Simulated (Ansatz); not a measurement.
The elements of this relaxed trial sheet are hidden behind letters. The sheet is periodic along a and b; c holds vacuum.

```
lattice vectors (Å)
   2.5078   -0.0042    0.0000
  -1.2502    2.1739    0.0000
   0.0000    0.0000   30.8282
fractional positions
X 0.9169 0.0833 0.2376
X 0.5831 0.4167 0.3463
Z 0.5835 0.4166 0.2375
Z 0.9165 0.0834 0.3464
```

Method: DFT PBE+D3(BJ), scalar-relativistic, plane waves, PAW in Ansatz 0.2.0. Settings of the last relaxation (4-atom cell): 420 eV, 12×12×1 k points, Gaussian smearing of 0.02 eV, no spin polarisation.

| Quantity | Value |
| --- | --- |
| Layer group | p-3m1 (No. 72) |
| In-plane cell | a = 2.508 Å, b = 2.508 Å, γ = 120.0° |
| Area per atom | 1.36 Å² |
| Thickness between the outermost nuclei | 3.36 Å |
| Formation energy | −1.244 eV/atom |
| Gap on the 12×12×1 mesh of the 4-atom cell | 4.51 eV |

Energies are uncorrected and count from the elements' standard states at the same level.

Problem. X is a p-block element of period 2 and Z is a p-block element of period 2. Which elements are they?

Solution. X = B, Z = N, so the formula is BN. B at height 0.00 Å has 3 N at 1.45 Å; N at height 0.00 Å has 3 B at 1.45 Å. Other elements may fit the hints; this set was computed.

Kohn–Sham gaps at this level usually fall short of measured ones. A later test with randomly moved atoms came back to the same energy, though modes that don't fit the test's cell weren't probed.
